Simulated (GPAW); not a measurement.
Here is a GPAW 26.7.0 calculation.

File run.py:

```python
from ase.calculators.mixing import SumCalculator
from ase.eos import EquationOfState
from ase.io import Trajectory, read
from ase.units import GPa
from dftd4.ase import DFTD4
from gpaw import GPAW, PW

atoms = read('V.cif')
atoms.set_initial_magnetic_moments([2.0])

traj = Trajectory('eos.traj', 'w')
volumes, energies = [], []
for x in [0.94, 0.96, 0.98, 1.0, 1.02, 1.04, 1.06]:
    a = atoms.copy()
    a.set_cell(atoms.cell * x**(1 / 3), scale_atoms=True)
    calc = GPAW(mode=PW(600),
                xc='PBE',
                kpts={'size': (10, 10, 10), 'gamma': True},
                occupations={'name': 'fermi-dirac', 'width': 0.05},
                nbands=15,
                convergence={'density': 1e-05, 'energy': 1e-05},
                maxiter=150,
                txt=f'eos-{x:.2f}.txt')
    a.calc = SumCalculator([calc, DFTD4(method='pbe')])
    energies.append(a.get_potential_energy())
    volumes.append(a.get_volume())
    p = -a.get_stress()[:3].mean() / GPa
    calc.write(f'eos-{x:.2f}.gpw')
    traj.write(a)
    print(f'{x:.2f} {volumes[-1]:10.4f} A^3 {energies[-1]:14.6f} eV {p:9.3f} GPa', flush=True)

v0, e0, B = EquationOfState(volumes, energies, eos='birchmurnaghan').fit()
print(f'V0 = {v0:.4f} A^3, E0 = {e0:.6f} eV, B0 = {B / GPa:.2f} GPa')
```

Contents of V.cif:

```cif
data_V
_cell_length_a 2.62293114
_cell_length_b 2.62293114
_cell_length_c 2.62293114
_cell_angle_alpha 109.47122063
_cell_angle_beta 109.47122063
_cell_angle_gamma 109.47122063
_space_group_name_H-M_alt 'P1'
_space_group_name_Hall 'P 1'
_space_group_IT_number 1
loop_
_space_group_symop_operation_xyz
'x,y,z'
loop_
_atom_site_label
_atom_site_type_symbol
_atom_site_symmetry_multiplicity
_atom_site_Wyckoff_symbol
_atom_site_fract_x
_atom_site_fract_y
_atom_site_fract_z
_atom_site_occupancy
V1 V 1 a 0.0000000000 0.0000000000 0.0000000000 1
```

Potentials or basis: GPAW PAW data sets (gpaw-data 1.2.1), pw.

Command:

```sh
$ OMP_NUM_THREADS=1 python run.py
```

Q: Estimate the equilibrium volume.

A: 13.34 Å³/atom.

Q: Estimate the pressure derivative of the bulk modulus.

A: 3.9.

Q: Estimate the bulk modulus.

A: 193 GPa.

Energy against volume, from the lowest point:
```tsv
volume (Å³/atom)	energy (meV/atom)
13.058	3.76
13.336	0.00
13.613	3.23
13.891	12.80
14.169	28.09
14.447	48.52
14.725	73.65
```
